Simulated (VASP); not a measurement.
Set up this calculation in VASP 6.6.1, as the native input.

```yaml
Task: phonon dispersion
Functional: PBE
Potentials_or_basis: VASP PAW PBE potentials, release 64 (Ge_d)
Cutoff: 520 eV
k_mesh: 3 × 3 × 3
Occupations: gaussian, width 0.03 eV
Spin: no spin polarisation
Long-range_dipole_term: no
Supercell_matrix: "[2, 0, 0, 0, 2, 0, 0, 0, 2]"
Further_INCAR_settings: LREAL = Auto; ALGO = Normal; EDIFF = 1e-07; IBRION = 6; POTIM = 0.015; NSW = 1
```

The structure of Ge lies in POSCAR:

```
Ge
1.0
    0.0000000000      5.6578200000      5.6578200000
    5.6578200000      0.0000000000      5.6578200000
    5.6578200000      5.6578200000      0.0000000000
Ge
16
Direct
    0.0000000000      0.0000000000      0.0000000000
    0.0000000000      0.0000000000      0.5000000000
    0.0000000000      0.5000000000      0.0000000000
    0.0000000000      0.5000000000      0.5000000000
    0.5000000000      0.0000000000      0.0000000000
    0.5000000000      0.0000000000      0.5000000000
    0.5000000000      0.5000000000      0.0000000000
    0.5000000000      0.5000000000      0.5000000000
    0.1250000000      0.1250000000      0.1250000000
    0.1250000000      0.1250000000      0.6250000000
    0.1250000000      0.6250000000      0.1250000000
    0.1250000000      0.6250000000      0.6250000000
    0.6250000000      0.1250000000      0.1250000000
    0.6250000000      0.1250000000      0.6250000000
    0.6250000000      0.6250000000      0.1250000000
    0.6250000000      0.6250000000      0.6250000000
```

The input as run:

INCAR

```
PREC = Accurate
ENCUT = 520
EDIFF = 1E-7
ISMEAR = 0
SIGMA = 0.03
LREAL = Auto
LASPH = True
NELM = 80
ALGO = Normal
ISIF = 2
LWAVE = False
LCHARG = False
GGA = PE
IBRION = 6
NFREE = 2
POTIM = 0.015
NSW = 1
LPHON_DISPERSION = True
PHON_NWRITE = -3
```

KPOINTS

```
regular mesh
0
Gamma
  3 3 3
```

QPOINTS

```
path GXWKGLUWLK,UX
8
line-mode
reciprocal
 0.0000000000  0.0000000000  0.0000000000  G
 0.5000000000  0.0000000000  0.5000000000  X

 0.5000000000  0.0000000000  0.5000000000  X
 0.5000000000  0.2500000000  0.7500000000  W

 0.5000000000  0.2500000000  0.7500000000  W
 0.3750000000  0.3750000000  0.7500000000  K

 0.3750000000  0.3750000000  0.7500000000  K
 0.0000000000  0.0000000000  0.0000000000  G

 0.0000000000  0.0000000000  0.0000000000  G
 0.5000000000  0.5000000000  0.5000000000  L

 0.5000000000  0.5000000000  0.5000000000  L
 0.6250000000  0.2500000000  0.6250000000  U

 0.6250000000  0.2500000000  0.6250000000  U
 0.5000000000  0.2500000000  0.7500000000  W

 0.5000000000  0.2500000000  0.7500000000  W
 0.5000000000  0.5000000000  0.5000000000  L

 0.5000000000  0.5000000000  0.5000000000  L
 0.3750000000  0.3750000000  0.7500000000  K

 0.6250000000  0.2500000000  0.6250000000  U
 0.5000000000  0.0000000000  0.5000000000  X
```

Potentials or basis: VASP PAW PBE potentials, release 64 (Ge_d).

Run with:

```bash
$ cat potpaw_PBE.64/Ge_d/POTCAR > POTCAR
$ mpirun -np 4 vasp_std > vasp.out
```

It gave:

* Highest phonon frequency: 285 cm⁻¹

Wall time 16 min on 4 MPI ranks on AMD EPYC 7R43 64-Core Processor (Zen 3), on a shared host, peak memory 0.26 GiB a rank.
